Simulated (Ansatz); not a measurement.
Born–Oppenheimer molecular dynamics of a periodic cell of 20 atoms, SrTiO$_{3}$ (start crystal SrTiO3, start structure I4/mcm, volume 1 times the crystal's). It goes on from the last frame of an earlier run, with new velocities.

All numbers below come from DFT PBE, scalar-relativistic, plane waves, PAW in Ansatz. Settings: accuracy low, PAW set soft_1, cutoff 420 eV, k mesh 3x3x2, fermi-dirac smearing 0.24 eV, no spin polarisation.

```
ensemble             : NVT, Langevin thermostat
time step            : 1 fs
steps asked          : 200
set temperature      : 2240 K
friction             : 0.02 /fs
temperature schedule : 150 steps to 300 K, then 50 steps to 300 K
seed                 : 621658
```

First frame:

```xyz
20
Lattice="5.5223 0.0000 0.0000 0.0000 5.5223 0.0000 0.0000 0.0000 7.8453" Properties=species:S:1:pos:R:3
Sr -0.072 3.037 1.908
Sr 2.749 -0.166 2.188
Ti -0.019 0.168 0.079
Ti -0.001 -0.083 4.151
O 4.255 1.149 3.786
O 1.146 1.189 -0.408
O 1.806 0.663 4.203
O 4.094 1.495 0.027
O 0.036 -0.343 5.936
O 0.254 0.140 1.897
Sr 2.670 -0.357 5.965
Sr -0.117 3.044 5.787
Ti 2.712 2.737 4.108
Ti 2.856 2.839 0.055
O 1.468 4.092 0.146
O 3.955 4.252 4.048
O 4.328 4.012 -0.104
O 0.904 3.622 3.591
O 2.705 2.655 2.076
O 2.716 2.518 5.826
```

What does the run give?

The run went to its last step.

```json
{"steps done": "200", "time covered": "200 fs", "mean temperature over the second half": "988 K", "spread of the potential energy over the second half": "45.4 meV per atom", "mean potential energy of the second half above the start": "-191.2 meV per atom"}
```

The schedule's set-point averaged 463 K over the second half and the system 988 K, so it lags behind the ramp. A run of 0.2 ps of so small a system gives no equilibrium averages. Limits of this set-up: low accuracy level.

What happens to the structure?

Mean squared displacements from the first frame to the last, about the centre of mass: Sr 0.19 Å², Ti 0.06 Å², O 0.23 Å². This is one draw of velocities; another would differ in detail.

How do temperature and energy run in time?


```json
{"time (fs)": "0", "T (K)": "2128", "potential energy less start (eV)": "0.000"}
{"time (fs)": "10", "T (K)": "2628", "potential energy less start (eV)": "-0.502"}
{"time (fs)": "20", "T (K)": "2392", "potential energy less start (eV)": "-0.084"}
{"time (fs)": "30", "T (K)": "2917", "potential energy less start (eV)": "-1.707"}
{"time (fs)": "40", "T (K)": "2378", "potential energy less start (eV)": "-0.749"}
{"time (fs)": "50", "T (K)": "1903", "potential energy less start (eV)": "0.191"}
{"time (fs)": "60", "T (K)": "2426", "potential energy less start (eV)": "-0.883"}
{"time (fs)": "70", "T (K)": "2729", "potential energy less start (eV)": "-2.824"}
{"time (fs)": "80", "T (K)": "1962", "potential energy less start (eV)": "-2.142"}
{"time (fs)": "90", "T (K)": "1714", "potential energy less start (eV)": "-2.509"}
{"time (fs)": "100", "T (K)": "1148", "potential energy less start (eV)": "-2.507"}
{"time (fs)": "110", "T (K)": "1434", "potential energy less start (eV)": "-2.914"}
{"time (fs)": "120", "T (K)": "1180", "potential energy less start (eV)": "-3.152"}
{"time (fs)": "130", "T (K)": "1092", "potential energy less start (eV)": "-3.275"}
{"time (fs)": "140", "T (K)": "1056", "potential energy less start (eV)": "-3.282"}
{"time (fs)": "150", "T (K)": "853", "potential energy less start (eV)": "-3.212"}
{"time (fs)": "160", "T (K)": "842", "potential energy less start (eV)": "-3.639"}
{"time (fs)": "170", "T (K)": "902", "potential energy less start (eV)": "-4.578"}
{"time (fs)": "180", "T (K)": "850", "potential energy less start (eV)": "-4.974"}
{"time (fs)": "190", "T (K)": "724", "potential energy less start (eV)": "-5.340"}
{"time (fs)": "200", "T (K)": "448", "potential energy less start (eV)": "-5.163"}
```

Time of the run: 27 min on 2 threads of Arm Neoverse V2, on a shared host, peak memory 0.92 GiB.
